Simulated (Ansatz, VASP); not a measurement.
ZnAu: VASP beside Ansatz

```
CELL_PARAMETERS angstrom
3.14823 0.00000 0.00000
0.00000 3.14823 0.00000
0.00000 0.00000 3.14823
ATOMIC_POSITIONS crystal
Au 0.00000 0.00000 0.00000
Zn 0.50000 0.50000 0.50000
```

Alike in both runs: functional r2SCAN; k mesh 11 × 11 × 11; no spin polarisation.

Ansatz relaxed the structure, and its values are those at the end. VASP's run is a single point on that final structure, the one shown.

|  | VASP | Ansatz |
| --- | --- | --- |
| version | VASP 6.6.1 | Ansatz 0.2.0 |
| potentials or method | VASP PAW PBE potentials, release 64 (Au, Zn) | PAW plane waves |
| plane-wave cutoff (eV) | 520 | 500 |
| occupations | fermi-dirac, width 0.1 eV | fermi-dirac |
| valence electrons in the cell | 23 | 31 |

|  | VASP | Ansatz | Ansatz less VASP |
| --- | --- | --- | --- |
| pressure (GPa) | 0.3 | 0.0 | -0.33 |

The two sets of potentials don't hold the same shells in valence.

Caveats: the PAW data sets were made with another functional, which shifts forces and pressure a little (VASP). The runs have no spin-orbit coupling, so splittings on Au are missing.
